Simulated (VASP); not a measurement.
# Mg in VASP: single point with PBEsol+D3(BJ)

Aim: the single point of Mg with PBEsol+D3(BJ).

All numbers are computed with VASP 6.6.1; they aren't measurements. Logs are shortened: lines on timing, memory, paths and dates and some standing lists are left out, and cuts for length are marked.

### 1 The structure

The cell holds a slab with vacuum, 6 atoms: a = 3.117 Å, b = 3.117 Å, c = 32.675 Å, α = 90.00°, β = 90.00°, γ = 120.00°.

The cell was built by a generator and needn't be a form met in nature.

### 2 Single point, PBEsol+D3(BJ)

The input, INCAR:

```
  PREC = Accurate
  ENCUT = 520
  EDIFF = 1E-6
  ISMEAR = 1
  SIGMA = 0.1
  LREAL = False
  LASPH = True
  NELM = 100
  ALGO = Normal
  ISIF = 2
  LWAVE = False
  LCHARG = True
  LDIPOL = True
  IDIPOL = 3
  DIPOL = 0.5 0.5 0.412
  GGA = PS
  IVDW = 12
  LELF = True
  LVHAR = True
  LVACPOTAV = True
  NBANDS = 15
```

The input, KPOINTS:

```
regular mesh
0
Gamma
  12 12 1
```

The input, POSCAR:

```
Mg
1.0
    3.1167683036      0.0000000000      0.0000000000
   -1.5583841518      2.6992005287      0.0000000000
    0.0000000000      0.0000000000     32.6746108022
Mg
6
Direct
    0.3333333333      0.6666666667      0.2142336153
    0.6666666667      0.3333333333      0.2946170193
    0.3333333333      0.6666666667      0.3728112198
    0.6666666667      0.3333333333      0.4510597611
    0.3333333333      0.6666666667      0.5292515538
    0.6666666667      0.3333333333      0.6081863796
```

Potentials or basis: VASP PAW PBE potentials, release 64 (Mg).

Run with:

```sh
$ cat potpaw_PBE.64/Mg/POTCAR > POTCAR
$ mpirun -np 1 vasp_std > vasp.out
```

OUTCAR:

```text
PREC = Accurate
   ENCUT = 520
   EDIFF = 1E-6
   ISMEAR = 1
   LREAL = False
   LASPH = True
   NELM = 100
   ISIF = 2
   GGA = PS
   IVDW = 12
 IVDW          = 12

 ion  position               nearest neighbor table
   1  0.333  0.667  0.214-   2 3.18   2 3.18   2 3.18
   2  0.667  0.333  0.295-   3 3.13   3 3.13   3 3.13   1 3.18   1 3.18   1 3.18
   3  0.333  0.667  0.373-   2 3.13   2 3.13   2 3.13   4 3.13   4 3.13   4 3.13
   4  0.667  0.333  0.451-   5 3.12   5 3.12   5 3.12   3 3.13   3 3.13   3 3.13
   5  0.333  0.667  0.529-   4 3.12   4 3.12   4 3.12   6 3.14   6 3.14   6 3.14
   6  0.667  0.333  0.608-   5 3.14   5 3.14   5 3.14

  LATTYP: Found a hexagonal cell.
 ALAT       =     3.1167683036
 C/A-ratio  =    10.4834904681

  Lattice vectors:

 A1 = (   3.1167683036,   0.0000000000,   0.0000000000)
 A2 = (  -1.5583841518,   2.6992005287,   0.0000000000)
 A3 = (   0.0000000000,   0.0000000000,  32.6746108022)

Analysis of symmetry for initial positions (statically):
=====================================================================
 Subroutine PRICEL returns:
 Original cell was already a primitive cell.

 Routine SETGRP: Setting up the symmetry group for a
 hexagonal supercell.

 Subroutine GETGRP returns: Found  6 space group operations
 (whereof  6 operations were pure point group operations)
 out of a pool of 24 trial point group operations.

The static configuration has the point symmetry C_3v.

Analysis of symmetry for dynamics (positions and initial velocities):
=====================================================================
 Subroutine PRICEL returns:
 Original cell was already a primitive cell.

 Routine SETGRP: Setting up the symmetry group for a
 hexagonal supercell.

 Subroutine GETGRP returns: Found  6 space group operations
 (whereof  6 operations were pure point group operations)
 out of a pool of 24 trial point group operations.

The dynamic configuration has the point symmetry C_3v.

 Subroutine INISYM returns: Found  6 space group operations
 (whereof  6 operations are pure point group operations),
 and found     1 'primitive' translations

----------------------------------------------------------------------------------------

                                     Primitive cell

  volume of cell :     274.8844

  direct lattice vectors                    reciprocal lattice vectors
     3.116768304  0.000000000  0.000000000     0.320845152  0.185240035  0.000000000
    -1.558384152  2.699200529  0.000000000     0.000000000  0.370480070  0.000000000
     0.000000000  0.000000000 32.674610802     0.000000000  0.000000000  0.030604802

  length of vectors
     3.116768304  3.116768304 32.674610802     0.370480070  0.370480070  0.030604802

  position of ions in fractional coordinates (direct lattice)
     0.333333333  0.666666667  0.214233615
     0.666666667  0.333333333  0.294617019
     0.333333333  0.666666667  0.372811220
     0.666666667  0.333333333  0.451059761
     0.333333333  0.666666667  0.529251554
     0.666666667  0.333333333  0.608186380

  ion indices of the primitive-cell ions
   primitive index   ion index
                 1           1
                 2           2
                 3           3
                 4           4
                 5           5
                 6           6

----------------------------------------------------------------------------------------

 KPOINTS: regular mesh

Automatic generation of k-mesh.
 Grid dimensions read from file:
 generate k-points for:   12   12    1

 Generating k-lattice:

  Cartesian coordinates                     Fractional coordinates (reciprocal lattice)
     0.026737096  0.015436670  0.000000000     0.083333333 -0.000000000  0.000000000
     0.000000000  0.030873339  0.000000000     0.000000000  0.083333333  0.000000000
     0.000000000  0.000000000  0.030604802     0.000000000  0.000000000  1.000000000

  Length of vectors
     0.030873339  0.030873339  0.030604802

  Shift w.r.t. Gamma in fractional coordinates (k-lattice)
     0.000000000  0.000000000  0.000000000

 Subroutine IBZKPT returns following result:
 ===========================================

 Found     19 irreducible k-points:

 Following reciprocal coordinates:
            Coordinates               Weight
  0.000000  0.000000  0.000000      1.000000
  0.083333  0.000000  0.000000      6.000000
  0.166667  0.000000  0.000000      6.000000
  0.250000  0.000000  0.000000      6.000000
  0.333333 -0.000000  0.000000      6.000000
  0.416667  0.000000  0.000000      6.000000
[... 11 lines left out ...]
  0.333333  0.250000  0.000000     12.000000
  0.333333  0.333333  0.000000      2.000000
   k-points           NKPTS =     19   k-points in BZ     NKDIM =     19   number of bands    NBANDS=     15
   number of dos      NEDOS =    301   number of ions     NIONS =      6
   total plane-waves  NPLWV = 144000
   dimension x,y,z NGX =    24 NGY =   24 NGZ =  250
   dimension x,y,z NGXF=    48 NGYF=   48 NGZF=  500
   ions per type =               6
   NGX,Y,Z   is equivalent  to a cutoff of  12.80, 12.80, 12.72 a.u.
   NGXF,Y,Z  is equivalent  to a cutoff of  25.60, 25.60, 25.44 a.u.
 SYSTEM =  unknown system
   PREC   = accura    normal or accurate (medium, high low for compatibility)
   ISTART =      0    job   : 0-new  1-cont  2-samecut
   ICHARG =      2    charge: 1-file 2-atom 10-const
   ISPIN  =      1    spin polarized calculation?
   LNONCOLLINEAR =      F non collinear calculations
   LSORBIT =      F    spin-orbit coupling
   LASPH  =      T    aspherical Exc in radial PAW
   ENCUT  =  520.0 eV  38.22 Ry    6.18 a.u.   5.80  5.80 60.75*2*pi/ulx,y,z
   NELM   =    100;   NELMIN=  2; NELMDL= -5     # of ELM steps
   EDIFF  = 0.1E-05   stopping-criterion for ELM
   LREAL  =      F    real-space projection
   EDIFFG = 0.1E-04   stopping-criterion for IOM
   NSW    =      0    number of steps for IOM
   IBRION =     -1    ionic relax: 0-MD 1-quasi-New 2-CG
   NFREE  =      0    steps in history (QN), initial steepest desc. (CG)
   ISIF   =      2    stress and relaxation
   ISYM   =      2    0-nonsym 1-usesym 2-fastsym
   POTIM  = 0.5000    time-step for ionic-motion
   TEBEG  =    0.0;   TEEND  =   0.0 temperature during run
   PSTRESS=    0.0 pullay stress
   NELECT =      12.0000    total number of electrons
   NUPDOWN=      -1.0000    fix difference up-down
   EMIN   =  10.00;   EMAX   =-10.00  energy-range for DOS
   EFERMI =   0.00;   METHOD = LEGACY
   ISMEAR =     1;   SIGMA  =   0.10  broadening in eV -4-tet -1-fermi 0-gaus
   EFERMI_NEDOS =   21; number of points for ismear=-14 and -15
   IALGO  =     38    algorithm
   IMIX   =      4    mixing-type and parameters
     AMIX     =   0.40;   BMIX     =  1.00
     AMIX_MAG =   1.60;   BMIX_MAG =  1.00
  volume/ion in A,a.u.               =      45.81       309.17
  Fermi-wavevector in a.u.,A,eV,Ry     =   0.576437  1.089308  4.520939  0.332280
  Thomas-Fermi vector in A             =   1.618937
   LORBIT       =      0    0 simple, 1 ext, 2 COOP (PROOUT), +10 PAW based schemes
   GGA     = PS    functional components
   LHFCALC =     F    Hartree Fock is set to
   AEXX    =    0.0000 exact exchange contribution
   IVDW    =    12    specifies the selected vdW correction
   LEPSILON=     F    determine dielectric tensor
   LRPA    =     F    only Hartree local field effects (RPA)
 non-spin polarized calculation
 Methfessel and Paxton  Order N= 1 SIGMA  =   0.10
  energy-cutoff  :      520.00
  volume of cell :      274.88
 maximum number of plane-waves:      7442
 NGX is ok and might be reduce to    24
   NGX = 11   NGY = 11   NGZ =121

 dipolmoment           0.000000      0.000000     -0.000469 electrons x Angstroem

 number of electron      12.0000000 magnetization

 dipolmoment           0.000000      0.000000      0.000516 electrons x Angstroem

 Free energy of the ion-electron system (eV)
  ---------------------------------------------------
  ext. energy  EPLUGINS =         0.00000000
  ---------------------------------------------------
  free energy    TOTEN  =        -9.64090692 eV

  energy without entropy =       -9.63798159  energy(sigma->0) =       -9.63993181

 E-fermi :  -0.5661     XC(G=0):  -4.6579

 val. band max:       -0.5831600093   @ k =   0.2500   0.1667   0.0000
 cond. band min:      -0.5494436917   @ k =   0.3333   0.1667   0.0000
 fundamental gap:      0.0337163176
 Fermi energy:        -0.5660534208

 k-point     1 :       0.0000    0.0000    0.0000
  band No.  band energies     occupation
      1      -7.6118      2.00000
      2      -7.1839      2.00000
      3      -6.5290      2.00000
      4      -5.6391      2.00000
      5      -4.5082      2.00000
      6      -3.1194      2.00000
      7      -1.9211      2.00000
      8      -0.1802     -0.00000
      9       1.3168     -0.00000
     10       2.4979      0.00000
     11       3.0272      0.00000
     12       3.7008      0.00000
     13       3.7061      0.00000
     14       5.0379      0.00000
     15       5.0986      0.00000
[... 307 lines left out ...]
 k-point    19 :       0.3333    0.3333    0.0000
  band No.  band energies     occupation
      1      -1.0861      2.00000
      2      -0.9658      2.00000
      3      -0.9612      2.00000
      4      -0.6965      2.06914
      5      -0.6317      1.88712
      6      -0.6195      1.77716
      7      -0.1159     -0.00000
      8      -0.1012     -0.00000
      9      -0.0874     -0.00000
     10       0.7090     -0.00000
     11       1.5622      0.00000
     12       1.5684      0.00000
     13       1.7476      0.00000
     14       2.4785      0.00000
     15       2.4790      0.00000

------------------------ aborting loop because EDIFF is reached ----------------------------------------

 Edisp (eV)   -1.38171

 E8    (eV) :    -0.9302

  FORCE on cell =-STRESS in cart. coord.  units (eV):
  Direction    XX          YY          ZZ          XY          YZ          ZX
  --------------------------------------------------------------------------------------
  -------------------------------------------------------------------------------------
  Total      -0.78799    -0.78799    -0.41352     0.00000     0.00000    -0.00000
  in kB      -4.59287    -4.59287    -2.41022     0.00000     0.00000    -0.00000
  external pressure =       -3.87 kB  Pullay stress =        0.00 kB

 VOLUME and BASIS-vectors are now :
 -----------------------------------------------------------------------------
  energy-cutoff  :      520.00
  volume of cell :      274.88
      direct lattice vectors                 reciprocal lattice vectors
     3.116768304  0.000000000  0.000000000     0.320845152  0.185240035  0.000000000
    -1.558384152  2.699200529  0.000000000     0.000000000  0.370480070  0.000000000
     0.000000000  0.000000000 32.674610802     0.000000000  0.000000000  0.030604802

 POSITION                                       TOTAL-FORCE (eV/Angst)
 -----------------------------------------------------------------------------------
     -0.00000      1.79947      7.00000         0.000000     -0.000000      0.034502
      1.55838      0.89973      9.62650        -0.000000      0.000000      0.014187
     -0.00000      1.79947     12.18146         0.000000     -0.000000      0.003710
      1.55838      0.89973     14.73820         0.000000      0.000000     -0.001440
     -0.00000      1.79947     17.29309        -0.000000     -0.000000     -0.079496
      1.55838      0.89973     19.87225        -0.000000      0.000000      0.028538
 -----------------------------------------------------------------------------------
    total drift:                                0.000000     -0.000000      0.000025

  FREE ENERGIE OF THE ION-ELECTRON SYSTEM (eV)
  ---------------------------------------------------
  free  energy   TOTEN  =       -11.0226171151 eV

  energy  without entropy=      -11.0196917890  energy(sigma->0) =      -11.02164201

 vacuum level on the upper side and lower side of the slab         3.196         3.185
```

Run time: 83 s. Hardware: 1 thread of AMD EPYC 9R45 (Zen 5), shared host; peak memory 0.37 GiB.

Results:

```
Free energy                     : -11.0226 eV
Largest force                   : 0.079 eV/Å
Band gap on the k mesh          : none (metal or under the smearing width)
Dispersion energy per atom      : -0.230 eV
Work function of the upper face : 3.76 eV
Work function of the lower face : 3.75 eV
```

Forces in eV/Å, atoms in the order of the input:
```
Mg   0.000  0.000  0.035
Mg   0.000  0.000  0.014
Mg   0.000  0.000  0.004
Mg   0.000  0.000 -0.001
Mg   0.000  0.000 -0.079
Mg   0.000  0.000  0.029
```

Levels at points of the mesh, in eV from the Fermi level:
```tsv
k point	band 4	band 5	band 6	band 7	band 8	band 9
(0.00, 0.00, 0.00)	-5.07	-3.94	-2.55	-1.36	0.39	1.88
(0.50, 0.00, 0.00)	-1.59	-1.12	-1.01	-0.03	0.11	0.96
```

Caveat: the PAW data sets were made with another functional, which shifts forces and pressure a little.
